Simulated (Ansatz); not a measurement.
## Zn in Ansatz: convergence with ecutrho ratio

Input of the first run (ecutrho ratio 4); the others differ in this setting and in those tied to it:

input.yaml

```yaml
crystal:
  lattice:
    - [-1.527139, 1.561731, 1.526905]
    - [1.486471, -1.658779, 1.583285]
    - [1.565847, 1.697488, -1.623953]
  atoms:
    - { symbol: Zn, position: [0.01976, -0.004689, 0.010934] }
hamiltonian:
  xc: pbesol
  pseudopotentials: { kind: paw, source: jth, xc_functional: pbe }
kpoints:
  mp_grid: { grid: [9, 9, 8] }
scf:
  occupations: { method: gaussian, width: 0.05 }
output:
  forces: true
  stress: true
  eigenvalues: true
basis:
  ecutrho_ratio: 4
```

Potentials or basis: JTH PAW.

Launch:

```bash
$ ansatz run input.yaml --threads 2 --pin off --max-ram 5632MiB --backend cpu --events-out ev --progress --plain --runs-dir out
```

The cell isn't the ideal one: cell strained at random at fixed volume.

This isn't the form of Zn at room conditions, which is hcp.

Hardware: 2 threads of Intel(R) Xeon(R) Processor @ 2.50GHz (Skylake/Cascade Lake), on a shared host.

```
ecutrho ratio  energy less the tightest run, at zero smearing (meV/atom)  SCF cycles  CPU time (s)  peak memory (GiB)
            4                                                       0.00           7            25               0.48
            5                                                       0.00           7            25               0.49
            6                                                       0.00           7            26                0.5
            8                                                       0.00           7            26               0.54
           10                                                       0.00           7            26               0.56
           12                                                       0.00           7            26               0.59
```

Against the tightest run, the energy stays within 1 meV/atom from 4 on. The tightest run that finished is the yardstick and may itself not be fully converged.
